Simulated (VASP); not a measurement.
HfO2:

```
Hf O
1.0
     4.81353    0.00000    0.00000
     0.00000    4.81353    0.00000
     0.00000    0.00000    3.20542
Hf O
2 4
Cartesian
  2.4068 2.4068 1.6027
  0.0000 0.0000 0.0000
  3.8751 0.9384 1.6027
  3.3452 3.3452 0.0000
  1.4683 1.4683 0.0000
  0.9384 3.8751 1.6027
```

Measurements of this composition are mostly on another form, of space group No. 14.

| Item | Value |
| --- | --- |
| Program | VASP 6.6.1 |
| Task | relaxation of cell and atoms |
| Functional | revPBE |
| Potentials or basis | VASP PAW PBE potentials, release 64 (Hf_pv, O) |
| Cutoff | 600 eV |
| k mesh | 6 × 6 × 8 |
| Occupations | fermi-dirac, width 0.05 eV |
| Spin | no spin polarisation |

At the start: pressure 8.6 GPa; volume 12.38 Å³/atom.

Q: How do energy, volume and symmetry change on relaxing?

A: Over 8 steps the energy falls by 12.4 meV/atom and the volume is 12.87 Å³/atom (+4.0 %); space group P4_2/mnm (No. 136, to 0.05 Å).

Step by step:
```
step  energy change (eV)  largest force (eV/Å)  pressure (GPa)  volume (Å³)
   1              0.0000                0.0488            8.56        74.27
   2              0.0909                0.2702          -10.74        81.61
   3             -0.0722                0.0941           -0.06        77.10
   4             -0.0722                0.0915            0.09        77.04
   5             -0.0747                0.0120            0.06        77.18
   6             -0.0747                0.0104            0.06        77.18
   7             -0.0747                0.0014           -0.07        77.23
   8             -0.0747                0.0046           -0.03        77.21
```

Final structure:
```xyz
6
Lattice="4.8846 0.0000 0.0000 0.0000 4.8846 0.0000 0.0000 0.0000 3.2362" Properties=species:S:1:pos:R:3 pbc="T T T"
Hf    2.4423    2.4423    1.6181
Hf    0.0000    0.0000    0.0000
O     3.9341    0.9504    1.6181
O     3.3927    3.3927    0.0000
O     1.4918    1.4918    0.0000
O     0.9504    3.9341    1.6181
```

Caveat: the PAW data sets were made with another functional, which shifts forces and pressure a little.
